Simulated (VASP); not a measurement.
MgO:

```xyz
4
Lattice="3.2406 0.0000 0.0000 -1.6203 2.8064 0.0000 0.0000 0.0000 5.1917" Properties=species:S:1:pos:R:3 pbc="T T T"
Mg    0.0000    1.8709    2.5959
Mg    1.6203    0.9355    0.0000
O     1.6203    0.9355    1.9677
O     0.0000    1.8709    4.5636
```

The cell was built by a generator and needn't be a form met in nature.

- Program: VASP 6.6.1
- Task: relaxation of cell and atoms
- Functional: PBE
- Potentials or basis: VASP PAW PBE potentials, release 64 (Mg, O)
- Cutoff: 600 eV
- k mesh: 9 × 9 × 5
- Occupations: gaussian, width 0.03 eV
- Spin: no spin polarisation

At the start: pressure 3.7 GPa; volume 11.80 Å³/atom.

Q: How do energy, volume and symmetry change on relaxing?

A: Over 8 steps the energy falls by 7.6 meV/atom and the volume is 12.13 Å³/atom (+2.7 %); space group P6_3mc (No. 186, to 0.05 Å).

Step by step:
```
step  energy change (eV)  largest force (eV/Å)  pressure (GPa)  volume (Å³)
   1              0.0000                0.1690            3.71        47.22
   2             -0.0204                0.0661           -1.06        49.11
   3             -0.0211                0.0803           -0.35        48.81
   4             -0.0242                0.0714           -0.29        48.76
   5             -0.0294                0.0566           -0.14        48.61
   6             -0.0300                0.0535           -0.06        48.55
   7             -0.0300                0.0481            0.06        48.47
   8             -0.0304                0.0022           -0.02        48.51
```

Final structure:
```
Mg O
1.0
     3.30852    0.00000    0.00000
    -1.65426    2.86526    0.00000
     0.00000    0.00000    5.11696
Mg O
2 2
Direct
  0.33333 0.66667 0.49370
  0.66667 0.33333 0.99370
  0.66667 0.33333 0.38531
  0.33333 0.66667 0.88531
```
